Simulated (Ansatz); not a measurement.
# TiAl2: enthalpy against pressure

TiAl2, Cmmm, a = 3.913 Å, b = 12.068 Å, c = 3.993 Å. The structure is a COD entry; whether it is the stable form wasn't checked. Ansatz: r2SCAN, PAW, 500 eV, Γ-centred 10×10×10 mesh on 6 atoms, Gaussian smearing 0.10 eV; no spin polarisation. Cell and atoms are relaxed at each pressure, and no other structure is tried, so the rows at high pressure may lie past a change of phase. y is the enthalpy over the state at zero pressure; there V0 = 15.714 Å³/atom. The pressures are the targets, met within 0.01 GPa.

| P (GPa) | y (eV/atom) |
| --- | --- |
| -3.0 | -0.2982 |
| 0.0 | 0.0000 |
| 3.0 | 0.2906 |
| 8.0 | ? |
| 15.0 | 1.3924 |
| 30.0 | 2.6670 |
| 60.0 | 4.9848 |

Problem. Fit y = c1 P + c2 P² + c3 P³ to the other rows, say what c1 and c2 mean, and predict the missing value.

Solution. Least squares on the rows shown. y = 0.097717 P − 0.00034511 P² + 1.6862×10⁻⁶ P³. Since dH/dP = V, c1 is V0: 0.097717 eV/GPa × 160.2 = 15.654 Å³ against 15.714; c2 = −V0/(2B0) gives B0 = 142 GPa, where a Birch–Murnaghan fit to the volumes of the same runs (not shown) gives 117 GPa: a cubic over this range folds the higher terms into c2. At P = 8.0 the fit asked for gives 0.7605 eV/atom. The run gave 0.7605 eV/atom, the same to the digits shown.